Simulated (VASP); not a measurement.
# SrO (Cm) in VASP: a series of runs, part 2 of 2

VASP 6.6.1. Earlier steps stand in the parts before.

## 3. Single point, PBE (all O atoms moved +0.175 Å, as atom 3 along Cartesian [0 1 0])

INCAR

```
SYSTEM = SrO
PREC = Accurate
ENCUT = 520
EDIFF = 1E-7
ISMEAR = 0
SIGMA = 0.05
LREAL = .FALSE.
LASPH = .TRUE.
NELM = 100
ALGO = Fast
ISIF = 2
LWAVE = .FALSE.
LCHARG = .FALSE.
GGA = PE
NBANDS = 24
```

KPOINTS

```
regular mesh
0
G
  6 6 6
  0 0 0
```

POSCAR

```
SrO
1.0
    4.2754662656      0.0000000000      0.0000000000
   -2.1377331328      3.7026623990      0.0000000000
    0.0000000000      0.0000000000      5.1555949900
Sr O
2 2
Direct
    0.3333333333      0.6666666667      0.9381277000
    0.6666666667      0.3333333333      0.4381277000
    0.3569649774      0.7139299548      0.4368723000
    0.6902983108      0.3805966215      0.9368723000
```

Potentials or basis: VASP PAW PBE potentials, release 64 (Sr_sv, O).

The run is started by

```sh
$ cat potpaw_PBE.64/Sr_sv/POTCAR potpaw_PBE.64/O/POTCAR > POTCAR
$ mpirun -np 1 vasp_std > vasp.out
```

OUTCAR:

```text
SYSTEM = SrO
   PREC = Accurate
   ENCUT = 520
   EDIFF = 1E-7
   ISMEAR = 0
   LREAL = .FALSE.
   LASPH = .TRUE.
   NELM = 100
   ISIF = 2
   GGA = PE

 ion  position               nearest neighbor table
   1  0.333  0.667  0.938-   4 2.39   4 2.39   3 2.58   3 2.59   4 2.64   2 3.57   2 3.57   2 3.57
                             2 3.57   2 3.57   2 3.57
   2  0.667  0.333  0.438-   3 2.29   3 2.56   3 2.56   4 2.58   4 2.59   1 3.57   1 3.57   1 3.57
                             1 3.57   1 3.57   1 3.57
   3  0.357  0.714  0.437-   2 2.29   2 2.56   2 2.56   1 2.58   1 2.59
   4  0.690  0.381  0.937-   1 2.39   1 2.39   2 2.58   2 2.59   1 2.64

  LATTYP: Found a hexagonal cell.
 ALAT       =     4.2754662656
 C/A-ratio  =     1.2058556119

  Lattice vectors:

 A1 = (   4.2754662656,   0.0000000000,   0.0000000000)
 A2 = (  -2.1377331328,   3.7026623990,   0.0000000000)
 A3 = (   0.0000000000,   0.0000000000,   5.1555949900)

Analysis of symmetry for initial positions (statically):
=====================================================================
 Subroutine PRICEL returns:
 Original cell was already a primitive cell.

 Routine SETGRP: Setting up the symmetry group for a
 hexagonal supercell.

 Subroutine GETGRP returns: Found  2 space group operations
 (whereof  2 operations were pure point group operations)
 out of a pool of 24 trial point group operations.

The static configuration has the point symmetry C_1h.

Analysis of symmetry for dynamics (positions and initial velocities):
=====================================================================
 Subroutine PRICEL returns:
 Original cell was already a primitive cell.

 Routine SETGRP: Setting up the symmetry group for a
 hexagonal supercell.

 Subroutine GETGRP returns: Found  2 space group operations
 (whereof  2 operations were pure point group operations)
 out of a pool of 24 trial point group operations.

The dynamic configuration has the point symmetry C_1h.

 Subroutine INISYM returns: Found  2 space group operations
 (whereof  2 operations are pure point group operations),
 and found     1 'primitive' translations

----------------------------------------------------------------------------------------

                                     Primitive cell

  volume of cell :      81.6162

  direct lattice vectors                    reciprocal lattice vectors
     4.275466266  0.000000000  0.000000000     0.233892618  0.135037966  0.000000000
    -2.137733133  3.702662399  0.000000000     0.000000000  0.270075932  0.000000000
     0.000000000  0.000000000  5.155594990     0.000000000  0.000000000  0.193964034

  length of vectors
     4.275466266  4.275466266  5.155594990     0.270075932  0.270075932  0.193964034

  position of ions in fractional coordinates (direct lattice)
     0.333333333  0.666666667  0.938127700
     0.666666667  0.333333333  0.438127700
     0.356964977  0.713929955  0.436872300
     0.690298311  0.380596621  0.936872300

  ion indices of the primitive-cell ions
   primitive index   ion index
                 1           1
                 2           2
                 3           3
                 4           4

----------------------------------------------------------------------------------------

 KPOINTS: regular mesh

Automatic generation of k-mesh.
[... 25 lines left out ...]
  0.000000  0.166667  0.000000      2.000000
  0.333333  0.000000  0.000000      4.000000
  0.000000  0.333333  0.000000      2.000000
  0.500000  0.000000  0.000000      2.000000
[... 16 lines left out ...]
  0.500000  0.000000  0.166667      4.000000
  0.000000  0.500000  0.166667      2.000000
 [... further k-points ...]
   k-points           NKPTS =     68   k-points in BZ     NKDIM =     68   number of bands    NBANDS=     24
   number of dos      NEDOS =    301   number of ions     NIONS =      4
   total plane-waves  NPLWV =  40960
   dimension x,y,z NGX =    32 NGY =   32 NGZ =   40
   dimension x,y,z NGXF=    64 NGYF=   64 NGZF=   80
   ions per type =               2   2
   NGX,Y,Z   is equivalent  to a cutoff of  12.44, 12.44, 12.90 a.u.
   NGXF,Y,Z  is equivalent  to a cutoff of  24.89, 24.89, 25.80 a.u.
 SYSTEM =  SrO
   PREC   = accura    normal or accurate (medium, high low for compatibility)
   ISTART =      0    job   : 0-new  1-cont  2-samecut
   ICHARG =      2    charge: 1-file 2-atom 10-const
   ISPIN  =      1    spin polarized calculation?
   LNONCOLLINEAR =      F non collinear calculations
   LSORBIT =      F    spin-orbit coupling
   LASPH  =      T    aspherical Exc in radial PAW
   ENCUT  =  520.0 eV  38.22 Ry    6.18 a.u.   7.95  7.95  9.59*2*pi/ulx,y,z
   NELM   =    100;   NELMIN=  2; NELMDL= -5     # of ELM steps
   EDIFF  = 0.1E-06   stopping-criterion for ELM
   LREAL  =      F    real-space projection
   EDIFFG = 0.1E-05   stopping-criterion for IOM
   NSW    =      0    number of steps for IOM
   IBRION =     -1    ionic relax: 0-MD 1-quasi-New 2-CG
   NFREE  =      0    steps in history (QN), initial steepest desc. (CG)
   ISIF   =      2    stress and relaxation
   ISYM   =      2    0-nonsym 1-usesym 2-fastsym
   POTIM  = 0.5000    time-step for ionic-motion
   TEBEG  =    0.0;   TEEND  =   0.0 temperature during run
   PSTRESS=    0.0 pullay stress
   NELECT =      32.0000    total number of electrons
   NUPDOWN=      -1.0000    fix difference up-down
   EMIN   =  10.00;   EMAX   =-10.00  energy-range for DOS
   EFERMI =   0.00;   METHOD = LEGACY
   ISMEAR =     0;   SIGMA  =   0.05  broadening in eV -4-tet -1-fermi 0-gaus
   EFERMI_NEDOS =   21; number of points for ismear=-14 and -15
   IALGO  =     68    algorithm
   IMIX   =      4    mixing-type and parameters
     AMIX     =   0.40;   BMIX     =  1.00
     AMIX_MAG =   1.60;   BMIX_MAG =  1.00
  volume/ion in A,a.u.               =      20.40       137.69
  Fermi-wavevector in a.u.,A,eV,Ry     =   1.198209  2.264287 19.533960  1.435706
  Thomas-Fermi vector in A             =   2.334104
   LORBIT       =      0    0 simple, 1 ext, 2 COOP (PROOUT), +10 PAW based schemes
   GGA     = PE    functional components
   LHFCALC =     F    Hartree Fock is set to
   AEXX    =    0.0000 exact exchange contribution
   IVDW    =     0    specifies the selected vdW correction
   LEPSILON=     F    determine dielectric tensor
   LRPA    =     F    only Hartree local field effects (RPA)
 non-spin polarized calculation
 RMM-DIIS sequential band-by-band and
 Gauss-broadening in eV      SIGMA  =   0.05
  energy-cutoff  :      520.00
  volume of cell :       81.62
 maximum number of plane-waves:      2220
   NGX = 15   NGY = 15   NGZ = 19

 number of electron      32.0000005 magnetization

 Free energy of the ion-electron system (eV)
  ---------------------------------------------------
  ext. energy  EPLUGINS =         0.00000000
  ---------------------------------------------------
  free energy    TOTEN  =       -23.74349346 eV

  energy without entropy =      -23.74349346  energy(sigma->0) =      -23.74349346

 E-fermi :   0.9084     XC(G=0):  -8.9346

 val. band max:        0.6857812237   @ k =   0.0000   0.0000   0.0000
 cond. band min:       3.3615667775   @ k =   0.0000   0.0000   0.0000
 fundamental gap:      2.6757855538
 Fermi energy:         0.9084427990

 k-point     1 :       0.0000    0.0000    0.0000
  band No.  band energies     occupation
      1     -31.6433      2.00000
      2     -31.4770      2.00000
      3     -14.5308      2.00000
      4     -14.3532      2.00000
      5     -14.1765      2.00000
      6     -13.7903      2.00000
[... 637 lines left out ...]
     23       9.3009      0.00000
     24       9.7504      0.00000

 [... further k-points ...]

------------------------ aborting loop because EDIFF is reached ----------------------------------------

  FORCE on cell =-STRESS in cart. coord.  units (eV):
  Direction    XX          YY          ZZ          XY          YZ          ZX
  --------------------------------------------------------------------------------------
  -------------------------------------------------------------------------------------
  Total        1.1985153      1.5503010      0.6926653      0.0000000      0.0116988      0.0000000
  in kB       23.5276069     30.4333821     13.5974543      0.0000000      0.2296551      0.0000000
  external PRESSURE =      22.5194811 kB  Pullay stress =       0.0000000 kB

 VOLUME and BASIS-vectors are now :
 -----------------------------------------------------------------------------
  energy-cutoff  :      520.00
  volume of cell :       81.62
      direct lattice vectors                 reciprocal lattice vectors
     4.275466266  0.000000000  0.000000000     0.233892618  0.135037966  0.000000000
    -2.137733133  3.702662399  0.000000000     0.000000000  0.270075932  0.000000000
     0.000000000  0.000000000  5.155594990     0.000000000  0.000000000  0.193964034

 POSITION                                       TOTAL-FORCE (eV/Angst)
 -----------------------------------------------------------------------------------
     -0.00000      2.46844      4.83661         0.000000      0.728430     -0.012618
      2.13773      1.23422      2.25881         0.000000      1.098767     -0.012499
     -0.00000      2.64344      2.25234        -0.000000     -1.077782      0.012355
      2.13773      1.40922      4.83013         0.000000     -0.749415      0.012762
 -----------------------------------------------------------------------------------
    total drift:                                0.000000      0.000005      0.000151

  FREE ENERGIE OF THE ION-ELECTRON SYSTEM (eV)
  ---------------------------------------------------
  free  energy   TOTEN  =       -23.7434934564 eV

  energy  without entropy=      -23.7434934564  energy(sigma->0) =      -23.74349346
```

OSZICAR:

```text
N       E                     dE             d eps       ncg     rms          rms(c)
DAV:   1     0.197935037540E+03    0.19794E+03   -0.16315E+04  3264   0.125E+03
DAV:   2    -0.155976889576E+02   -0.21353E+03   -0.19905E+03  4528   0.287E+02
[... 17 lines left out ...]
RMM:  20    -0.237434928449E+02   -0.14443E-05   -0.58036E-06  5885   0.980E-03    0.105E-02
RMM:  21    -0.237434936919E+02   -0.84693E-06   -0.31316E-06  5268   0.638E-03    0.801E-03
RMM:  22    -0.237434937100E+02   -0.18132E-07   -0.14531E-06  4775   0.472E-03    0.502E-03
RMM:  23    -0.237434935839E+02    0.12613E-06   -0.89949E-07  4601   0.382E-03    0.200E-03
RMM:  24    -0.237434934562E+02    0.12769E-06   -0.54373E-07  3804   0.280E-03    0.154E-03
RMM:  25    -0.237434934564E+02   -0.24602E-09   -0.16583E-07  3065   0.171E-03
   1 F= -.23743493E+02 E0= -.23743493E+02  d E =-.680705E-12
```

stdout:

```text
POSCAR found type information on POSCAR SrO
[... 32 lines left out ...]
 num prob  num prob  num prob  num prob  num prob  num prob  num prob  num prob  num prob  num prob  num prob  num prob  num prob  num prob  num prob  num prob  num prob  num prob  num prob  num prob  num prob  num prob  num prob  num prob  num prob  num prob  num prob  num prob  num prob  num prob  num prob  num prob  num prob  num prob  num prob  num prob  num prob  num prob  num prob  num prob  num prob  num prob  num prob  num prob  num prob  num prob  num prob  num prob  num prob  num prob  num prob RMM:  25    -0.237434934564E+02   -0.24602E-09   -0.16583E-07  3065   0.171E-03
```

It took 3 min on 1 thread of Intel Xeon Platinum 8488C (Sapphire Rapids), shared host; peak memory 0.26 GiB.

What came out:

```yaml
Free_energy: -23.7435 eV
Pressure: 2.3 GPa
Largest_force: 1.099 eV/Å
Band_gap_on_the_k_mesh: 2.68 eV, direct
```

Forces on the atoms (eV/Å):
```
Sr   0.000  0.728 -0.013
Sr   0.000  1.099 -0.012
O    0.000 -1.078  0.012
O    0.000 -0.749  0.013
```

Caveat: forces of over 1 eV/Å show positions far from the minimum, so gaps and moduli don't describe the material at rest. A k mesh can miss the band edges.
